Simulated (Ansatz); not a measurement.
## G0W0 on several functionals: BaS (Fm-3m)

One-shot GW is not self-consistent; how far does the start matter for BaS (Fm-3m)?

Program: Ansatz 0.2.0. Level of theory: G0W0 on several functionals, plane waves, PAW. Results are calculated unless marked as measured.

In doubt: masses and optical values from hybrid runs of this build are listed as unsure (step 4), which bears on the screening that GW takes from such a start.

## (1) Starting point

Symmetry: Fm-3m, No. 225, cubic system. Conventional cell: a = 6.388 Å, b = 6.388 Å, c = 6.388 Å, α = 90.00°, β = 90.00°, γ = 90.00°. Nearest to Ba lie 6 S at 3.19 Å. S has 6 Ba at 3.19 Å nearest. Farther neighbours and most contacts between anions are not listed.

The cell and positions come from the Crystallography Open Database and are kept as given unless a step says otherwise. Spin-orbit coupling is left out unless a step names it.

## (2) G0W0 on LDA

Now the one-shot GW correction: screening in the RPA, then the self-energy of the levels asked for. This step takes PAW set soft_1 files.

This step: G0W0 on LDA, plane waves, PAW; PAW set soft_1.

Contents of input.yaml:

```yaml
crystal:
  lattice:
    - [0.0, 3.19375, 3.19375]
    - [3.19375, 0.0, 3.19375]
    - [3.19375, 3.19375, 0.0]
  atoms:
    - { symbol: Ba, position: [0.0, 0.0, 0.0] }
    - { symbol: S, position: [0.5, 0.5, 0.5] }
kpoints:
  mp_grid: { grid: [4, 4, 4] }
hamiltonian:
  xc: lda
  pseudopotentials: { kind: paw, azcp: { folder: soft_1 }, xc_functional: pbe }
scf:
  occupations: { method: fixed }
gw:
  n_empty_bands: 194
  ecut_chi: 120
  qp_bands: [v2, c2]
  qp_kpoints: band_edges
  screening: { model: contour_deformation }
```

Run with:

```bash
> ansatz run input.yaml --threads 24 --pin off --max-ram 82944MiB --backend cuda --events-out ev --progress --plain --runs-dir out --devices 1 --max-vram 78GiB
```

Numbers of over 12 decimals in the logs are rounded to 6 here.

What it wrote:

```text
GPUs: using 1 of 1 available (devices: 1).
Engine: ansatz 0.2.0, aarch64-unknown-linux-gnu
Pseudopotentials: kind: paw
Pseudopotential: Ba, paw, valence charge 10, recommended cutoff 420 eV (normal), soft_1/Ba.paw.azcp
Pseudopotential: S, paw, valence charge 6, recommended cutoff 420 eV (normal), soft_1/S.paw.azcp
Functional definition: SPW92
  exchange = slater_x
  correlation = pw_c
device memory: the entry about to start is reckoned to put 2.0 GiB on a device that reports 167.5 GiB free (of which the cap on the GPU budget leaves the run 78.0 GiB)
GPU FFT provider: cuFFT
GPU libraries: cuBLAS 13.8.1, cuFFT 12.4.0, cuSOLVER 12.3.2
GPU matrix products: emulated (plane waves: as basis.precision tells), large ones in fixed point in workspaces of 1.00 GiB
Crystal: 2 atoms, lattice volume = 65.153 Å³
Basis set: ecut = 420 eV, 1243 PW (Γ)
Bands: 12, of which v1, the nominal top of the filled ones, is band 8 counted from 1 (7 counted from 0)
Symmetry: 48 space group operations
Space group: Fm-3m (ITA 225), of the structure as read, at distance tolerance 4.0e-5 Å
k-points: 8 of 64
Non-local potential: Ba, projectors of the file, l = 0: 3, l = 1: 2, l = 2: 2, l = 3: 2
Non-local potential: S, projectors of the file, l = 0: 2, l = 1: 2, l = 2: 1
PAW form: soft (Blöchl's): semilocal exchange-correlation on the pseudo side does not see the compensation charge
PAW frozen core: Ba, regenerated for the run's functional, and the local potential with it (the file was generated under x = pbe(κ = 0.804, μ = 0.219515), c = pbe(β = 0.066725))
PAW frozen core: S, regenerated for the run's functional, and the local potential with it (the file was generated under x = pbe(κ = 0.804, μ = 0.219515), c = pbe(β = 0.066725))
PAW one-centre angular grid: Ba, 194 points (default); XC on 64 Gauss nodes
PAW one-centre angular grid: S, 110 points (default); XC on 64 Gauss nodes
Initial density: superposition of atomic densities (chi_scale 0.1, normalization cell, long waves kept (reshape's long-wave potential 0.00 eV rms))
Initial wavefunctions: pseudopotential atomic-orbital guess
GPU buffer pool allocated for 32768 grid points (all kernels)
GPU transforms: local potential and band sums: pruned to the plane-wave sphere, on 30×32×32
Functional: x = slater, c = lda
SCF iter   1: F=—  HF=-6653.741884 eV  |F-HF|=—  |Δ(HF+E_count)|=         —  Δρ=2.20e-2  dr2=5.56e-1  ethr=3.10e-3  ⟨swp⟩=5.2  Hψ=558  notcnv=0  defer=8
preconditioner: auto → none  [insulator: Δε(μ)=1.691 eV  Ē_g=11.857 eV  n_scr=14 (ndim 8)  ℏωp=17.2 eV  f_vac=0.000  ε∞_Penn≈3.1]
SCF iter   2: F=—  HF=-6653.565243 eV  |F-HF|=—  |Δ(HF+E_count)|=   1.77e-1  Δρ=8.52e-3  dr2=9.64e-2  ethr=3.10e-3  ⟨swp⟩=3.4  Hψ=251  notcnv=0  defer=13
SCF iter   3: F=—  HF=-6653.549386 eV  |F-HF|=—  |Δ(HF+E_count)|=   1.59e-2  Δρ=4.71e-3  dr2=1.78e-2  ethr=6.02e-4  ⟨swp⟩=2.0  Hψ=135  notcnv=0  defer=12
SCF iter   4: F=—  HF=-6653.546779 eV  |F-HF|=—  |Δ(HF+E_count)|=   2.61e-3  Δρ=8.99e-4  dr2=6.21e-4  ethr=1.11e-4  ⟨swp⟩=2.5  Hψ=148  notcnv=0  defer=12
SCF iter   5: F=—  HF=-6653.546835 eV  |F-HF|=—  |Δ(HF+E_count)|=   5.62e-5  Δρ=9.36e-5  dr2=3.45e-6  ethr=3.88e-6  ⟨swp⟩=2.8  Hψ=167  notcnv=0  defer=13
SCF iter   6: F=—  HF=-6653.546836 eV  |F-HF|=—  |Δ(HF+E_count)|=   7.95e-7  Δρ=1.87e-5  dr2=3.25e-7  ethr=2.16e-8  ⟨swp⟩=2.2  Hψ=160  notcnv=0  defer=6
SCF iter   7: F=-6653.546836 eV  HF=-6653.546836 eV  |F-HF|=1.93e-9  |Δ(HF+E_count)|=   1.59e-7  Δρ=1.74e-6  dr2=2.77e-9  ethr=6.25e-10  ⟨swp⟩=6.2  Hψ=586  notcnv=0
SCF 1 converged in 7 iterations: F = -6653.546836 eV  dr2 = 2.77e-9
  greatest PAW one-centre occupation: 0.956 electrons in one spin orbital (limit 2), on the Ba atom at site 0 (counted from 0), in its partial waves of l = 0
device memory: the entry about to start is reckoned to put 3.1 GiB on a device that reports 167.5 GiB free (of which the cap on the GPU budget leaves the run 78.0 GiB)
NSCF: frozen V_eff on 8 k-points
the band table was solved once the SCF had ended and its energy, with any forces and stress, was formed, with the checks that follow a solve (690 applications of the Hamiltonian). They found nothing against the state; the energy, forces and stress were not computed again (output.eigenvalues in the input reference)
device memory: the entry about to start is reckoned to put 10.0 GiB on a device that reports 167.4 GiB free (of which the cap on the GPU budget leaves the run 78.0 GiB)
NSCF: frozen V_eff on 8 k-points
G₀W₀ screening: q 1/8
[... further progress lines ...]
device memory: the entry about to start is reckoned to put 0.3 GiB on a device that reports 166.7 GiB free (of which the cap on the GPU budget leaves the run 78.0 GiB)
NSCF: frozen V_eff on 1 k-points
SCF converged after 7 iterations
Free energy (F): -6653.546836 eV
Harris-Foulkes:  -6653.546836 eV  (|F-HF|=1.93e-9)
Internal energy: -6653.546836 eV  (E = F + TS)
E sigma→0 (E₀):  -6653.546836 eV
Fermi energy:    5.553040 eV
--- Per-component energies (eV) ---
  E_band       = -54.831013
  E_kinetic    = 265.394535
  E_local      = -437.279440  (includes V_loc(G=0)·N_el)
  E_nonlocal   = 131.570237
  E_hartree    = 126.152018
  E_xc         = -285.312572
  E_vxc        = -212.225162  (∫ρ·V_xc dr)
  E_paw        = -5604.269762  (= ΣΔE_a)
  E_vpaw       = -54.594128  (= ΣTr[D̂ρ^β])
  E_aug_tail   = -0.000004  (compensation charges beyond the density's cutoff)
  E_ewald      = -850.237565
  E_core_change = 0.435718  (= ΣΔE_core)
  E_smearing   = -0.000000  (= −TS)
  E_closure    = -0.000000  (closes the sum)
  Σ components = -6653.546836   (vs F -6653.546836, Δ=0.00e0)
--- Band table (eV; the first three rows and the last of 8) ---
  k-point 0: bands = [... 4 lower, -4.7105, 5.5530, 5.5530, 5.5530, 8.9306, 9.3546, 9.3546, 9.3546]
  k-point 1: bands = [... 4 lower, -3.9045, 4.3935, 4.9575, 4.9575, 9.4873, 10.2059, 10.2059, 10.7754]
  k-point 2: bands = [... 4 lower, -3.4377, 3.6100, 4.5152, 4.5152, 10.8768, 11.0406, 11.8393, 11.8393]
  k-point 7: bands = [... 4 lower, -4.0504, 4.4603, 5.1045, 5.1045, 9.6798, 9.6798, 11.8098, 12.3249]
--- G₀W₀: contour deformation, 6 samples at zero and on the imaginary axis and 2 off it, 64 q-points, 194 empty bands' worth ---
  eigenvalues of the whole cell's RPA ε∞ on this k-mesh (on a slab, of 1 + 4πα/V) = 5.0204, 5.0204, 5.0204; static W/v taken at q = 0 is 0.199186
  bands read: the sum over 202 bands ends inside a degenerate multiplet in 1 slot, whose members it reads at an even weight; the widest, k=2: bands 202 to 203 (counted from 1) at 1/2 each
  gw.qp_kpoints: band_edges: 6 of 8 stored k-points solved, in 1 pass; an edge of the gap read off the rows below is read off those points alone
    valence top: of the k-points left out ik 1 came nearest to being solved in a further pass, in band 8 (counted from 1, as in the quasiparticle table): it holds the edge there only if its correction is more favourable than any solved in that band by at least 0.596 eV; those differ by 0.035 eV
    conduction bottom: of the k-points left out ik 4 came nearest to being solved in a further pass, in band 9 (counted from 1, as in the quasiparticle table): it holds the edge there only if its correction is more favourable than any solved in that band by at least 1.299 eV; those differ by 0.137 eV
    ik  band        ε_KS         Σx   Σc(E_QP)       V_xc       Z   E_QP_lin       E_QP  E_QP is
     0     7      5.5530   -17.5537     2.0909   -14.7198  0.7463     4.7985     4.8101  root
     0     8      5.5530   -17.5537     2.0909   -14.7198  0.7463     4.7985     4.8101  root
     0     9      8.9306    -5.7269    -3.8767   -10.2268  0.8003     9.5605     9.5538  root
     0    10      9.3546    -5.3629    -4.1252   -10.2646  0.7927    10.1440    10.1311  root
     2     7      4.5152   -16.6606     2.3829   -13.4995  0.7336     3.7205     3.7370  root
     2     8      4.5152   -16.6606     2.3829   -13.4995  0.7336     3.7205     3.7370  root
     2     9     10.8768    -5.0222    -4.1945    -9.9268  0.7828    11.6032    11.5869  root
     2    10     11.0406    -6.9943    -4.5535   -12.2923  0.7531    11.8062    11.7851  root
     3     7      5.4048   -17.4092     2.1124   -14.5436  0.7466     4.6395     4.6517  root
     3     8      5.4048   -17.4092     2.1124   -14.5436  0.7466     4.6395     4.6517  root
     3     9      8.2382    -4.8578    -3.8494    -9.3695  0.7999     8.9082     8.9005  root
     3    10     10.0836    -6.1356    -4.1154   -10.9780  0.7910    10.8219    10.8107  root
     5     7      4.5967   -16.8196     2.3734   -13.6690  0.7344     3.8033     3.8195  root
     5     8      5.1290   -16.9793     2.1228   -14.0953  0.7475     4.3548     4.3679  root
     5     9      9.8818    -6.0052    -4.1660   -10.9138  0.7791    10.6361    10.6243  root
     5    10     10.7455    -5.6434    -4.5705   -11.1059  0.7751    11.6544    11.6375  root
     6     7      5.4435   -17.6932     2.1459   -14.7874  0.7469     4.6712     4.6837  root
     6     8      5.4435   -17.6932     2.1459   -14.7874  0.7469     4.6712     4.6837  root
     6     9      7.5542    -4.7608    -3.6660    -9.0327  0.8031     8.1659     8.1601  root
     6    10     11.4714    -6.8150    -4.4691   -12.1592  0.7814    12.3640    12.3464  root
     7     7      5.1045   -17.2091     2.1767   -14.2589  0.7478     4.3174     4.3310  root
     7     8      5.1045   -17.2091     2.1767   -14.2589  0.7478     4.3174     4.3310  root
     7     9      9.6798    -5.8144    -4.1451   -10.6981  0.7848    10.4318    10.4183  root
     7    10      9.6798    -5.8144    -4.1451   -10.6981  0.7848    10.4318    10.4183  root
```

Elapsed: 2 s, on 1 × NVIDIA GB200 (shared by 2 runs) with 24 threads of Arm Neoverse V2, shared host; peak memory 1.2 GiB; 6.8 s of CPU time.

This step gave:

```yaml
bands_summed: 202
rpa_eps_infinity_on_this_mesh_eigenvalues: 5.020, 5.020, 5.020
plane_waves_in_the_screening_matrix: 181
q_points_in_the_mesh: 64
g0w0_gap_on_the_mesh: 3.350 eV
k_of_the_valence_top: 0, 0, 0
k_of_the_conduction_bottom: 0, -0.5, -0.5
starting_gap_on_the_mesh: 2.001 eV
z_at_the_valence_top: 0.7463
z_at_the_conduction_bottom: 0.8031
least_direct_g0w0_gap_on_the_computed_points: 3.476 eV
```

The gap on the mesh goes from 2.00 eV to 3.35 eV, a correction of +1.35 eV. Between the two edge states, bare exchange in place of the xc potential would open the gap by 7.11 eV, and correlation takes back 5.76 eV.

## (3) G0W0 on PBE

The same correction from a different start measures what one shot leaves open.

This step: G0W0 on PBE, plane waves, PAW; PAW set soft_1.

Changes to input.yaml since step 2:

```diff
@@ -11,4 +11,4 @@
 hamiltonian:
-  xc: lda
-  pseudopotentials: { kind: paw, azcp: { folder: soft_1 }, xc_functional: pbe }
+  xc: pbe
+  pseudopotentials: { kind: paw, azcp: { folder: soft_1 } }
 scf:
```

What it wrote:

```text
GPUs: using 1 of 1 available (devices: 1).
[...]
GPU FFT provider: cuFFT
GPU libraries: cuBLAS 13.8.1, cuFFT 12.4.0, cuSOLVER 12.3.2
[...]
Crystal: 2 atoms, lattice volume = 65.153 Å³
Basis set: ecut = 420 eV, 1243 PW (Γ)
Bands: 12, of which v1, the nominal top of the filled ones, is band 8 counted from 1 (7 counted from 0)
[... 1 set-up line as in the run before ...]
[...]
k-points: 8 of 64
[...]
GPU buffer pool allocated for 32768 grid points (all kernels)
[...]
SCF iter   1: F=—  HF=-6856.108006 eV  |F-HF|=—  |Δ(HF+E_count)|=         —  Δρ=2.16e-2  dr2=4.94e-1  ethr=3.10e-3  ⟨swp⟩=5.5  Hψ=562  notcnv=0  defer=10
[...]
SCF iter   7: F=-6856.016641 eV  HF=-6856.016641 eV  |F-HF|=1.12e-9  |Δ(HF+E_count)|=   2.56e-7  Δρ=1.85e-6  dr2=2.37e-9  ethr=6.25e-10  ⟨swp⟩=6.6  Hψ=635  notcnv=0
SCF 1 converged in 7 iterations: F = -6856.016641 eV  dr2 = 2.37e-9
[...]
NSCF: frozen V_eff on 8 k-points
[...]
G₀W₀ screening: q 1/8
[... further progress lines ...]
[...]
SCF converged after 7 iterations
Free energy (F): -6856.016641 eV
[...]
Internal energy: -6856.016641 eV  (E = F + TS)
E sigma→0 (E₀):  -6856.016641 eV
Fermi energy:    5.808615 eV
[...]
--- Band table (eV; the first three rows and the last of 8) ---
  k-point 0: bands = [... 4 lower, -4.4796, 5.8086, 5.8086, 5.8086, 9.4954, 9.7703, 9.7703, 9.7703]
  k-point 1: bands = [... 4 lower, -3.6884, 4.7127, 5.2296, 5.2296, 9.9301, 10.6110, 10.6110, 11.2753]
  k-point 2: bands = [... 4 lower, -3.2288, 3.9527, 4.7957, 4.7957, 11.3587, 11.4422, 12.2154, 12.2154]
  k-point 7: bands = [... 4 lower, -3.8362, 4.7503, 5.3850, 5.3850, 10.1022, 10.1022, 12.1710, 12.7256]
[...]
0     7      5.8086   -17.6004     2.1359   -14.5689  0.7516     4.8973     4.9132  root
     0     8      5.8086   -17.6004     2.1359   -14.5689  0.7516     4.8973     4.9132  root
     0     9      9.4954    -5.5856    -3.7715    -9.6112  0.8057     9.7505     9.7495  root
     0    10      9.7703    -5.4150    -4.0077    -9.9499  0.7979    10.3023    10.2975  root
     2     7      4.7957   -16.7367     2.4265   -13.3514  0.7397     3.8133     3.8369  root
     2     8      4.7957   -16.7367     2.4265   -13.3514  0.7397     3.8133     3.8369  root
     2     9     11.3587    -4.9556    -4.0606    -9.4392  0.7856    11.7837    11.7817  root
     2    10     11.4422    -6.9739    -4.4135   -11.9418  0.7622    12.0045    11.9966  root
[...]
7     7      5.3850   -17.2865     2.2283   -14.0996  0.7531     4.4066     4.4264  root
     7     8      5.3850   -17.2865     2.2283   -14.0996  0.7531     4.4066     4.4264  root
     7     9     10.1022    -5.7881    -4.0316   -10.3166  0.7873    10.6019    10.5990  root
     7    10     10.1022    -5.7881    -4.0316   -10.3166  0.7873    10.6019    10.5990  root
```

Wall time 2.2 s (1 × NVIDIA GB200 (shared by 2 runs) with 24 threads); peak memory 1.2 GiB.

This step gave:

```yaml
bands_summed: 202
rpa_eps_infinity_on_this_mesh_eigenvalues: 4.646, 4.646, 4.646
plane_waves_in_the_screening_matrix: 181
q_points_in_the_mesh: 64
g0w0_gap_on_the_mesh: 3.408 eV
k_of_the_valence_top: 0, 0, 0
k_of_the_conduction_bottom: 0, -0.5, -0.5
starting_gap_on_the_mesh: 2.202 eV
z_at_the_valence_top: 0.7516
z_at_the_conduction_bottom: 0.8082
least_direct_g0w0_gap_on_the_computed_points: 3.538 eV
```

Against the run with 4×4×4 mesh, 194 empty bands, screening to 120 eV, PAW set soft_1 files on LDA, the gap moves by +0.06 eV, while the start moved by +0.20 eV.

## (4) G0W0 on HSE06

This step: G0W0 on HSE06, plane waves, PAW; PAW set soft_1.

Changes to input.yaml since step 3:

```diff
@@ -11,3 +11,3 @@
 hamiltonian:
-  xc: pbe
+  xc: hse06
   pseudopotentials: { kind: paw, azcp: { folder: soft_1 } }
```

What it wrote:

```text
GPUs: using 1 of 1 available (devices: 1).
[...]
davidson cushion auto → on  (no smearing: the cushion is to keep the highest requested band from converging to the state above it; pin scf.eigensolver.cushion to override)
[...]
Crystal: 2 atoms, lattice volume = 65.153 Å³
Basis set: ecut = 420 eV, 1243 PW (Γ)
Bands: 12, of which v1, the nominal top of the filled ones, is band 8 counted from 1 (7 counted from 0)
[... 1 set-up line as in the run before ...]
[...]
2     9     11.7266    -4.5359    -3.7315    -8.4752  0.8198    11.9351    11.9344  root
     2    10     11.9505    -6.6352    -4.0996   -11.0729  0.7963    12.2899    12.2886  root
[...]
7     7      4.6874   -17.3967     1.9605   -14.8831  0.7863     4.1302     4.1342  root
     7     8      4.6874   -17.3967     1.9605   -14.8831  0.7863     4.1302     4.1342  root
     7     9     10.5025    -5.4520    -3.7667    -9.5333  0.8191    10.8185    10.8172  root
     7    10     10.5025    -5.4520    -3.7667    -9.5333  0.8191    10.8185    10.8172  root
[key lines of the parts left out:]
Free energy (F): -6861.622576 eV
Fermi energy:    5.157370 eV
```

Run time: 6.2 s. Hardware: 1 × NVIDIA GB200 (shared by 2 runs) with 24 threads; peak memory 1.3 GiB; 19 s of CPU time.

This step gave:

```
bands summed                                 : 202
RPA ε∞ on this mesh (eigenvalues)            : 3.778, 3.778, 3.778
plane waves in the screening matrix          : 181
G0W0 gap on the mesh                         : 3.874 eV
k of the valence top                         : 0, 0, 0
k of the conduction bottom                   : 0, -0.5, -0.5
starting gap on the mesh                     : 3.114 eV
least direct G0W0 gap on the computed points : 4.011 eV
```

Against the run with 4×4×4 mesh, 194 empty bands, screening to 120 eV, PAW set soft_1 files on PBE, the gap moves by +0.47 eV, while the start moved by +0.91 eV.

## (5) Side by side

All on the 4×4×4 mesh with 194 empty bands and screening to 120 eV. Times are wall times on 1 × NVIDIA GB200 (shared by 2 runs) with 24 threads of Arm Neoverse V2, shared host, good to a factor of about two.

| start | starting gap (eV) | shift (eV) | G0W0 gap (eV) | RPA ε∞ (harmonic mean) | Z (valence, conduction) | time |
| --- | --- | --- | --- | --- | --- | --- |
| LDA | 2.00 | +1.35 | 3.35 | 5.02 | 0.75, 0.80 | 2 s |
| PBE | 2.20 | +1.21 | 3.41 | 4.65 | 0.75, 0.81 | 2.2 s |
| HSE06 | 3.11 | +0.76 | 3.87 | 3.78 | 0.79, 0.83 | 6.2 s |

The parts of the quasiparticle energy at the two band edges (eV; QP = start + Σx + Σc − Vxc):

| run | edge | start | Σx | Σc | Vxc | Z | QP |
| --- | --- | --- | --- | --- | --- | --- | --- |
| LDA | valence top | 5.55 | -17.55 | 2.09 | -14.72 | 0.75 | 4.81 |
| LDA | conduction bottom | 7.55 | -4.76 | -3.67 | -9.03 | 0.80 | 8.16 |
| PBE | valence top | 5.81 | -17.60 | 2.14 | -14.57 | 0.75 | 4.91 |
| PBE | conduction bottom | 8.01 | -4.78 | -3.57 | -8.65 | 0.81 | 8.32 |
| HSE06 | valence top | 5.16 | -17.61 | 1.89 | -15.20 | 0.79 | 4.63 |
| HSE06 | conduction bottom | 8.27 | -4.59 | -3.39 | -8.21 | 0.83 | 8.51 |

For a hybrid start, Vxc holds its share of exact exchange.

## (6) Outcome

```json
{
 "G0W0@LDA": "3.35 eV (start 2.00 eV)",
 "G0W0@PBE": "3.41 eV (start 2.20 eV)",
 "G0W0@HSE06": "3.87 eV (start 3.11 eV)",
 "known limits": "not at the basis limit; no spin-orbit coupling"
}
```

What this shows: The starting gaps span 1.11 eV and the G0W0 gaps 0.52 eV. Between LDA and HSE06, 0.52 eV of the 1.11 eV survives, 47 %. HSE06 screens less than LDA (ε∞ 3.78 against 5.02). Of the 0.52 eV by which its G0W0 gap is higher, the correlation part gives +0.48 eV, and exchange with the one-particle terms, which follow the orbitals, +0.05 eV. The smallest correction, +0.76 eV, is on HSE06, the start nearest to reproducing itself. Bands and cutoff are finite, so the gap is not at the basis limit. The miss can reach some tenths of an eV and take either sign; the mesh is an error of its own. The many-body steps are scalar-relativistic: spin-orbit coupling is not in them.

[Paths, hosts, dates, memory and timing lines, banners, echoed tables and standing remarks are left out of the program output.]

[Logs are printed without paths, hosts, clocks, repeated set-up lines and the standing remarks that a program may print on its own settings, such as how far it seeks lower states.]

[Runs of the session that timed out or met a known fault of the program may be left out.]

[Cells called generated may have been cut or substituted from an entry of the Crystallography Open Database or the Materials Project.]

[Hosts, paths, dates, database ids (printed as entryN), source tags and the programs' standing remarks are cut or masked in the printed files.]
